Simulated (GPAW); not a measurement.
## CuCl (Nantokite): G0W0 on several meshes in GPAW

How does the mesh move the gap of CuCl (Nantokite)?

Main program and level: GPAW 26.7.0; PBE and many-body steps on it, plane waves.

The database entry behind the starting cell differs from later determinations by our own check (0.1 to 0.3 % short, probably kX units), so it need not match the best structure at ambient conditions.

### Step 1. The structure

Symmetry: F-43m, No. 216, cubic system. The conventional cell has a = 5.406 Å, b = 5.406 Å, c = 5.406 Å, α = 90.00°, β = 90.00°, γ = 90.00°. Cu has 4 Cl at 2.34 Å nearest. Nearest to Cl lie 4 Cu at 2.34 Å. Farther neighbours and most contacts between anions are not listed.

Structure file:

```xyz
2
Lattice="0.0000 2.7028 2.7028 2.7028 0.0000 2.7028 2.7028 2.7028 0.0000" Properties=species:S:1:pos:R:3 pbc="T T T"
Cu    0.0000    0.0000    0.0000
Cl    1.3514    1.3514    1.3514
```

The cell and positions come from the Crystallography Open Database and are kept as given unless a step says otherwise.

### Step 2. Empty states on the mesh, 6×6×6 mesh, 597 bands

This step: GPAW 26.7.0; DFT, PBE, plane waves, PAW.

The sums over transitions need many empty states on a uniform mesh; this step solves for them.

Contents of run.py:

```python
import json
import numpy as np
from gpaw.mpi import world
from gpaw import GPAW

calc = GPAW('gs.gpw').fixed_density(kpts={'size': (6, 6, 6), 'gamma': True},
    parallel={'domain': 1, 'band': 1},
    txt='nscf.txt')
calc.diagonalize_full_hamiltonian(nbands=597)
calc.write('full.gpw', mode='all')
res = {}
kpts = calc.get_ibz_k_points()
res['kpts'] = kpts
res['eigenvalues'] = [calc.get_eigenvalues(kpt=k) for k in range(len(kpts))]
res['n_electrons'] = calc.get_number_of_electrons()

if world.rank == 0:
    with open('result.json', 'w') as f:
        json.dump(res, f, default=lambda x: x.tolist())
```

On the command line:

```
$ mpirun -n 8 gpaw python run.py
```

Numbers of over 12 decimals in the logs are rounded to 6 here.

The log of the run:

```text
Diagonalizing LCAO Hamiltonian
Converting LCAO to pw mode
convergence criteria:
- Maximum integral of absolute [eigenst]ate change: 4e-08 eV^2 / valence electron
maximum number of iterations: 100

SCF iterations
|iter     |     time |      energy | eigst |  dens |
|iter:   1|  |             | +1.18 |       |
|iter:   2|  |             | -0.15 |       |
|iter:   3|  |             | -1.24 |       |
[...]
|iter:   8|  |             | -5.87 |       |
|iter:   9|  |             | -6.86 |       |
|iter:  10|  |             | -7.63c|       |
SCF steps: 10
  __  _  _
 | _ |_)|_||  |
 |__||  | ||/\| - 26.7.0

Input parameters:
  mode=PW(ecut=600.0),
  convergence={'density': 1e-06, 'bands': -3},
  gpts=array([24, 24, 24]),
  kpts=MonkhorstPack(size=(6, 6, 6), gamma=True),
  maxiter=100,
  nbands=16,
  occupations=Occupations(name='fermi-dirac', width=0.001, fixmagmom=False),
  parallel={'domain': 1, 'band': 1},
  xc=XC(name='PBE')
Matrix size: 1363x1363
# Writing to full.gpw (mode='all')
  [... matrices ...]

timing:  # [seconds]
  Total: 4.171  # ━━━━━━━━━━━━━━━━━━━━━━━━━━━━━━━━━━━━━━━━━━━━━━━━━━━━━━━━━━━
```

Elapsed: 8.2 s, on 8 MPI ranks of Intel Xeon 6975P-C (Granite Rapids), shared host; peak memory 2.6 GiB; 63 s of CPU time.

Numbers from this step:

| Property | Result |
| --- | --- |
| gap | 0.5426 eV |
| k of the valence top | 0, 0, 0 |
| k of the conduction bottom | 0, 0, 0 |
| least direct gap | 0.5426 eV |
| k points computed | 16 |
| lowest point of the top converged band, above the valence top | 338.9758 eV |

On this mesh the gap is 0.543 eV.

### Step 3. 6×6×6

G0W0 replaces the xc potential by the self-energy, built once from these orbitals. Only a window of levels is corrected, while the sums run over the empty bands that the input names.

This step: G0W0 on PBE, plane waves, PAW.

Contents of run.py:

```python
import json
import numpy as np
from gpaw.mpi import world
from gpaw.response.g0w0 import G0W0

gw = G0W0('full.gpw',
    filename='gw',
    kpts=[0],
    bands=(7, 11),
    ecut=210,
    nbands=272,
    integrate_gamma='WS',
    ppa=True)
gw.calculate()
res = {mode: {k: v for k, v in r.items() if k != 'sigma_eskwn'}
       for mode, r in gw.all_results.items()}

if world.rank == 0:
    with open('result.json', 'w') as f:
        json.dump(res, f, default=lambda x: x.tolist())
```

On the command line:

```
$ mpirun -n 8 gpaw python run.py
```

The log of the run:

```text
Using integrator: PointIntegrator
FrequencyGridDescriptor(from 0.000+0.000j to 0.000+27.211j eV, 2 points)
Nonperiodic BCs:  [False False False]
Using integrator: PointIntegrator
FrequencyGridDescriptor(from 0.000+0.000j to 0.000+27.211j eV, 2 points)
Nonperiodic BCs:  [False False False]
  ___  _ _ _
 |   || | | |
 | | || | | |
 |__ ||_____|
 |___|

BZ k-points: Symmetries present (total): 24

  [... matrices ...]
216 k-points: 6 x 6 x 6 Monkhorst-Pack grid + [1/12,1/12,1/12]
16 k-points in the irreducible part of the Brillouin zone
       k-points in crystal coordinates                weights
   0:     0.00000000    0.00000000    0.00000000          1/216
   1:     0.16666667    0.16666667    0.00000000          6/216
   2:     0.16666667    0.16666667    0.16666667          8/216
   3:     0.33333333    0.16666667    0.16666667         12/216
   4:     0.33333333    0.33333333   -0.33333333         12/216
   5:     0.33333333    0.33333333    0.00000000          6/216
   6:     0.33333333    0.33333333    0.16666667         24/216
   7:     0.33333333    0.33333333    0.33333333          8/216
   8:     0.50000000    0.33333333   -0.33333333         24/216
   9:     0.50000000    0.33333333   -0.16666667         12/216
          ...
  15:     0.50000000    0.50000000    0.50000000          4/216

Distributing spins, k-points and bands (1 x 1 x 4) over 8 processes
Number of blocks: 1

Quasi particle states:
k-points (IBZ indices): [0]
Band range: (7, 11)
  [... matrices ...]
Computational parameters:
Plane wave cut-off: 210 eV
Number of bands: 272
Coulomb cutoff: None
Broadening: 0.1 eV

fxc modes: GW
Kernel: RPA
Using Godby-Needs plasmon-pole approximation:
  Fitting energy: i*E0, E0 = 1.000 Hartree
Summing all q:

Calculating screened Coulomb potential
No Coulomb truncation
FrequencyGridDescriptor(from 0.000+0.000j to 0.000+27.211j eV, 2 points)
Removing empty qpoint cache files...

Calculating chi0 body with:
    Ground state adapter containing:
    Number of spins: 1
    Number of kpoints: 216
    Number of irreducible kpoints: 16
    Number of completely occupied states: 9
    Number of partially occupied states: 9
    Occupied states memory: 1.8984375 M / cpu

    Linear response parametrization:
    q_c: [1.3877787807814457e-17, 1.3877787807814457e-17, 1.3877787807814457e-17]
    Number of frequency points: 2
    Planewave cutoff: 210.0
    Number of bands: 272
    Number of planewaves: 283
    Broadening (eta): 1e-06
    comm.size: 8
    kncomm.size: 8
    blockcomm.size: 1

    Memory estimate of potentially large arrays:
        chi0_wGG: 2.444122 M / cpu
Integrating chi0 body.

Symmetries of q_c:
    Direct symmetries (Uq -> q): 24
    Indirect symmetries (TUq -> q): 24
In total 48 allowed symmetries.

  [... matrices ...]
16 groups of equivalent kpoints. 92.592593% reduction.

Integral kind: response function
Integrating chi0 head and wings.

Symmetries of q_c:
    Direct symmetries (Uq -> q): 24
    Indirect symmetries (TUq -> q): 24
In total 48 allowed symmetries.

  [... matrices ...]
16 groups of equivalent kpoints. 92.592593% reduction.

Integral kind: response function wings

Calculating chi0 body with:
    Ground state adapter containing:
    Number of spins: 1
    Number of kpoints: 216
    Number of irreducible kpoints: 16
    Number of completely occupied states: 9
    Number of partially occupied states: 9
[... the further q-points ...]

Results:
f:      Occupation numbers
eps:     KS-eigenvalues [eV]
vxc:     KS vxc [eV]
exx:     Exact exchange [eV]
sigma:   Self-energies [eV]
dsigma:  Self-energy derivatives
Z:       Renormalization factors
qp:      QP-energies [eV]

k-point 0 (0): (0.000, 0.000, 0.000)                GW
band       f     eps     vxc     exx   sigma  dsigma       Z      qp
                                                                   GW
   7   1.000   4.357 -34.315 -42.094   6.775  -0.371   0.730   3.625
   8   1.000   4.357 -34.315 -42.094   6.775  -0.371   0.730   3.625
   9   0.000   4.899 -11.742  -7.470  -4.014  -0.221   0.819   5.111
  10   0.000  11.005 -11.809  -6.533  -4.573  -0.234   0.810  11.574
```

Wall time 3.7 min (8 MPI ranks); peak memory 2.8 GiB.

This step gave:

| Property | Result |
| --- | --- |
| G0W0 gap on the points computed | 1.486 eV |
| least direct G0W0 gap on the computed points | 1.486 eV |
| Z at the valence top | 0.7296 |
| Z at the conduction bottom | 0.8192 |
| starting gap on the mesh | 0.5426 eV |
| k of the valence top | 0, 0, 0 |
| k of the conduction bottom | 0, 0, 0 |

The gap on the mesh goes from 0.54 eV to 1.49 eV, a correction of +0.94 eV.

### Step 4. Empty states on the mesh, 4×4×4 mesh, 282 bands

This step: DFT, PBE, plane waves, PAW.

Contents of run.py:

```python
import json
import numpy as np
from gpaw.mpi import world
from gpaw import GPAW

calc = GPAW('gs.gpw').fixed_density(kpts={'size': (4, 4, 4), 'gamma': True},
    parallel={'domain': 1, 'band': 1},
    txt='nscf.txt')
calc.diagonalize_full_hamiltonian(nbands=282)
calc.write('full.gpw', mode='all')
res = {}
kpts = calc.get_ibz_k_points()
res['kpts'] = kpts
res['eigenvalues'] = [calc.get_eigenvalues(kpt=k) for k in range(len(kpts))]
res['n_electrons'] = calc.get_number_of_electrons()

if world.rank == 0:
    with open('result.json', 'w') as f:
        json.dump(res, f, default=lambda x: x.tolist())
```

On the command line:

```
$ mpirun -n 8 gpaw python run.py
```

The log of the run:

```text
Diagonalizing LCAO Hamiltonian
Converting LCAO to pw mode
convergence criteria:
- Maximum integral of absolute [eigenst]ate change: 4e-08 eV^2 / valence electron
maximum number of iterations: 100

SCF iterations
|iter     |     time |      energy | eigst |  dens |
|iter:   1|  |             | +1.18 |       |
|iter:   2|  |             | -0.20 |       |
|iter:   3|  |             | -1.29 |       |
[...]
|iter:   8|  |             | -6.50 |       |
|iter:   9|  |             | -7.33 |       |
|iter:  10|  |             | -8.10c|       |
SCF steps: 10
  __  _  _
 | _ |_)|_||  |
 |__||  | ||/\| - 26.7.0

Input parameters:
  mode=PW(ecut=600.0),
  convergence={'density': 1e-06, 'bands': -3},
  gpts=array([24, 24, 24]),
  kpts=MonkhorstPack(size=(4, 4, 4), gamma=True),
  maxiter=100,
  nbands=16,
  occupations=Occupations(name='fermi-dirac', width=0.001, fixmagmom=False),
  parallel={'domain': 1, 'band': 1},
  xc=XC(name='PBE')
Matrix size: 1363x1363
# Writing to full.gpw (mode='all')
  [... matrices ...]

timing:  # [seconds]
  Total: 1.448  # ━━━━━━━━━━━━━━━━━━━━━━━━━━━━━━━━━━━━━━━━━━━━━━━━━━━━━━━━━━━
```

Wall time 4.9 s (8 MPI ranks); peak memory 2.2 GiB.

This step gave:

```yaml
gap: 0.5426 eV
k_of_the_valence_top: 0, 0, 0
k_of_the_conduction_bottom: 0, 0, 0
least_direct_gap: 0.5426 eV
k_points_computed: 8
lowest_point_of_the_top_converged_band_above_the_valence_top: 197.3636 eV
```

On this mesh the gap is 0.543 eV.

### Step 5. 4×4×4

This step: G0W0 on PBE, plane waves, PAW.

Contents of run.py:

```python
import json
import numpy as np
from gpaw.mpi import world
from gpaw.response.g0w0 import G0W0

gw = G0W0('full.gpw',
    filename='gw',
    kpts=[0],
    bands=(7, 11),
    ecut=210,
    nbands=272,
    integrate_gamma='WS',
    ppa=True)
gw.calculate()
res = {mode: {k: v for k, v in r.items() if k != 'sigma_eskwn'}
       for mode, r in gw.all_results.items()}

if world.rank == 0:
    with open('result.json', 'w') as f:
        json.dump(res, f, default=lambda x: x.tolist())
```

On the command line:

```
$ mpirun -n 8 gpaw python run.py
```

The log of the run:

```text
Using integrator: PointIntegrator
FrequencyGridDescriptor(from 0.000+0.000j to 0.000+27.211j eV, 2 points)
Nonperiodic BCs:  [False False False]
Using integrator: PointIntegrator
FrequencyGridDescriptor(from 0.000+0.000j to 0.000+27.211j eV, 2 points)
Nonperiodic BCs:  [False False False]
  ___  _ _ _
 |   || | | |
 | | || | | |
 |__ ||_____|
 |___|

BZ k-points: Symmetries present (total): 24

  [... matrices ...]
64 k-points: 4 x 4 x 4 Monkhorst-Pack grid + [1/8,1/8,1/8]
8 k-points in the irreducible part of the Brillouin zone
       k-points in crystal coordinates                weights
   0:     0.00000000    0.00000000    0.00000000          1/64
   1:     0.25000000    0.25000000    0.00000000          6/64
   2:     0.25000000    0.25000000    0.25000000          8/64
[...]
6:     0.50000000    0.50000000    0.25000000         24/64
   7:     0.50000000    0.50000000    0.50000000          4/64

Distributing spins, k-points and bands (1 x 1 x 4) over 8 processes
Number of blocks: 1

Quasi particle states:
k-points (IBZ indices): [0]
Band range: (7, 11)
  [... matrices ...]
Computational parameters:
Plane wave cut-off: 210 eV
Number of bands: 272
Coulomb cutoff: None
Broadening: 0.1 eV

fxc modes: GW
Kernel: RPA
Using Godby-Needs plasmon-pole approximation:
  Fitting energy: i*E0, E0 = 1.000 Hartree
Summing all q:

Calculating screened Coulomb potential
No Coulomb truncation
FrequencyGridDescriptor(from 0.000+0.000j to 0.000+27.211j eV, 2 points)
Removing empty qpoint cache files...

Calculating chi0 body with:
    Ground state adapter containing:
    Number of spins: 1
    Number of kpoints: 64
    Number of irreducible kpoints: 8
    Number of completely occupied states: 9
    Number of partially occupied states: 9
    Occupied states memory: 1.8984375 M / cpu

    Linear response parametrization:
    q_c: [0.0, 0.0, 0.0]
    Number of frequency points: 2
    Planewave cutoff: 210.0
    Number of bands: 272
    Number of planewaves: 283
    Broadening (eta): 1e-06
    comm.size: 8
    kncomm.size: 8
    blockcomm.size: 1

    Memory estimate of potentially large arrays:
        chi0_wGG: 2.444122 M / cpu
Integrating chi0 body.

Symmetries of q_c:
    Direct symmetries (Uq -> q): 24
    Indirect symmetries (TUq -> q): 24
In total 48 allowed symmetries.

  [... matrices ...]
8 groups of equivalent kpoints. 87.5% reduction.

Integral kind: response function
Integrating chi0 head and wings.

Symmetries of q_c:
    Direct symmetries (Uq -> q): 24
    Indirect symmetries (TUq -> q): 24
In total 48 allowed symmetries.

  [... matrices ...]
8 groups of equivalent kpoints. 87.5% reduction.

Integral kind: response function wings

Calculating chi0 body with:
    Ground state adapter containing:
    Number of spins: 1
    Number of kpoints: 64
    Number of irreducible kpoints: 8
    Number of completely occupied states: 9
    Number of partially occupied states: 9
    Occupied states memory: 1.8984375 M / cpu

    Linear response parametrization:
[... the further q-points ...]

Results:
f:      Occupation numbers
eps:     KS-eigenvalues [eV]
vxc:     KS vxc [eV]
exx:     Exact exchange [eV]
sigma:   Self-energies [eV]
dsigma:  Self-energy derivatives
Z:       Renormalization factors
qp:      QP-energies [eV]

k-point 0 (0): (0.000, 0.000, 0.000)                GW
band       f     eps     vxc     exx   sigma  dsigma       Z      qp
                                                                   GW
   7   1.000   4.357 -34.315 -42.156   6.899  -0.381   0.724   3.675
   8   1.000   4.357 -34.315 -42.156   6.899  -0.381   0.724   3.675
   9   0.000   4.899 -11.742  -7.320  -4.222  -0.232   0.812   5.061
  10   0.000  11.005 -11.809  -6.523  -4.671  -0.242   0.805  11.500
```

Elapsed: 54 s, on 8 MPI ranks; peak memory 2.5 GiB; 7.2 min of CPU time.

This step gave:

| Quantity | Value |
| --- | --- |
| G0W0 gap on the points computed | 1.387 eV |
| least direct G0W0 gap on the computed points | 1.387 eV |
| Z at the valence top | 0.7243 |
| Z at the conduction bottom | 0.8120 |
| starting gap on the mesh | 0.5426 eV |
| k of the valence top | 0, 0, 0 |
| k of the conduction bottom | 0, 0, 0 |

Against G0W0 in GPAW (6×6×6 mesh, 272 bands, screening to 210 eV, Godby-Needs plasmon pole), the gap moves by −0.099 eV.

### Step 6. The runs together

Times are wall times on 8 MPI ranks of Intel Xeon 6975P-C (Granite Rapids), shared host, good to a factor of about two.

| run | mesh | bands | screening cutoff (eV) | DFT gap (eV) | gap on the mesh (eV) | direct (eV) | time |
| --- | --- | --- | --- | --- | --- | --- | --- |
| 6×6×6 | 6×6×6 | 272 | 210 | 0.543 | 1.486 | 1.486 | 3.7 min |
| 4×4×4 | 4×4×4 | 272 | 210 | 0.543 | 1.387 | 1.387 | 54 s |

### Step 7. What came out

```yaml
6x6x6: 1.486 eV
4x4x4: 1.387 eV
known_limits: not at the basis limit; d shell near the gap, gap tends to lie low; coarse k mesh
```

**Reading.** 4×4×4: −0.099 eV against 6×6×6. Bands and cutoff are finite, so the gap is not at the basis limit. The miss can reach some tenths of an eV and take either sign; the mesh is an error of its own. These stock PAW sets were not made for GW. In the G0W0 runs levels were corrected at 1 k point alone, so a gap called «on the mesh» is the least over those, and an edge elsewhere would be missed. The 6×6×6 mesh is coarse for this cell, which bears on the long-range parts of exchange and screening. A d shell, filled or nearly so, lies near the gap. One-shot GW converges very slowly in bands there, not always from below, and on a semilocal start the gap tends to come out low; starts rich in exact exchange can overshoot instead.

[Paths, hosts, dates, memory and timing lines, banners, echoed tables and standing remarks are left out of the program output.]

[Logs are printed without paths, hosts, clocks, repeated set-up lines and the standing remarks that a program may print on its own settings, such as how far it seeks lower states.]

[Runs of the session that timed out or met a known fault of the program may be left out.]

[Hosts, paths, dates, database ids (printed as entryN), source tags and the programs' standing remarks are cut or masked in the printed files.]
